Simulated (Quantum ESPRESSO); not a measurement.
**Ge under changes of volume**

One of the cells (22.639 Å³/atom); the others are scaled copies at fixed shape and fractional positions:

```
Ge
1.0
     0.00000    2.82891    2.82891
     2.82891    0.00000    2.82891
     2.82891    2.82891    0.00000
Ge
2
Direct
  0.75000 0.75000 0.75000
  0.50000 0.50000 0.50000
```

```yaml
Program: Quantum ESPRESSO 7.5
Functional: vdW-DF3-opt1
Potentials_or_basis: PseudoDojo 0.4.1 SR PBE standard
Cutoff: 1061 eV
Density_cutoff: 4245 eV
k_mesh: 8 × 8 × 8
Occupations: fermi-dirac, width 0.05 eV
Spin: no spin polarisation
```

```tsv
volume (Å³/atom)	energy over the lowest point (meV/atom)	pressure (GPa)
21.281	24.79	5.4
21.733	?	?
22.186	3.90	2.1
22.639	0.02	0.6
23.092	0.00	-0.7
23.545	3.44	-1.8
23.997	9.96	-2.8
```

Q: What does the run at 21.733 Å³/atom give?

A: Energy over the lowest point 11.97 meV/atom; pressure 3.6 GPa.

Worked out: A Birch-Murnaghan fit of order 3 (a polynomial in V^(-2/3)) to the other rows has its minimum at 22.87 Å³/atom with B0 = V·E''(V) = 65 GPa and B' = 4.2. It gives 12.00 meV/atom at 21.733 Å³/atom, against the run's 11.97, and -dE/dV = 3.7 GPa, against 3.6.

Energies are extrapolated to zero smearing.

Caveats: the potentials were made for another functional, which shifts forces and pressure.
